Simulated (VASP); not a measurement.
A run of VASP 6.6.1:

INCAR

```
SYSTEM = Si
ALGO = Normal ; EDIFF = 1E-7
EDIFFG = -0.005 ; ENCUT = 600
GGA = PE ; IBRION = 2
ISIF = 3 ; ISMEAR = 1
LASPH = .TRUE. ; LCHARG = .FALSE.
LREAL = .FALSE. ; LWAVE = .FALSE.
NELM = 80 ; NSW = 90
PREC = Accurate ; SIGMA = 0.1
```

KPOINTS

```
k-points
0
G
  16 16 16
  0 0 0
```

POSCAR

```
Si                                      
1.0
    0.0000000000      1.9311516655      1.9311516655
    1.9311516655      0.0000000000      1.9311516655
    1.9311516655      1.9311516655      0.0000000000
  Si            
     1
Direct
     0.0000000000000000    0.0000000000000000    0.0000000000000000
```

Potentials or basis: VASP PAW PBE potentials, release 64 (Si).

Launch:

```console
$ cat potpaw_PBE.64/Si/POTCAR > POTCAR
$ mpirun -np 1 vasp_std > vasp.out
```

Hardware: 1 thread of Intel(R) Xeon(R) 6975P-C (Granite Rapids), with other jobs on the host.

Task: Estimate the wall time of this run.

Result: It took 5.4 s on 1 thread of Intel(R) Xeon(R) 6975P-C (Granite Rapids) (shared host), peak memory 0.14 GiB. Counts: scf iterations 12, k points 145, ion steps 1.
